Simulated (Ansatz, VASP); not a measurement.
# Two plane-wave programs on Zr4B

```
CELL_PARAMETERS angstrom
4.69366 0.00000 0.00000
0.00000 4.69366 0.00000
0.00000 0.00000 4.69366
ATOMIC_POSITIONS crystal
Zr 0.50000 0.00000 0.00000
Zr 0.00000 0.50000 0.00000
Zr 0.00000 0.00000 0.50000
Zr 0.50000 0.50000 0.50000
B 0.00000 0.00000 0.00000
```

Change from the starting cell: species swapped into the Co4N type (Pm-3m, No. 221).

Alike in both runs: functional PBE; k mesh 4 × 4 × 4; occupations gaussian, width 0.1 eV; no spin polarisation.

Ansatz relaxed the structure, and its values are those at the end. VASP's run is a single point on that final structure, the one shown.

|  | VASP | Ansatz |
| --- | --- | --- |
| version | VASP 6.6.1 | Ansatz 0.2.0 |
| potentials or method | VASP PAW PBE potentials, release 64 (Zr_sv, B) | scalar-relativistic, plane waves, PAW |
| plane-wave cutoff (eV) | 520 | 420 |
| valence electrons in the cell | 51 | 51 |

```csv
,VASP,Ansatz,Ansatz less VASP
gap on the k mesh at the Fermi level (eV),none,none,-
pressure (GPa),0.4,0.3,-0.04
```

A gap of «none» marks a metal or a gap that the smearing closes. The functional is the same, so the differences come from potentials, cutoffs and numerics.
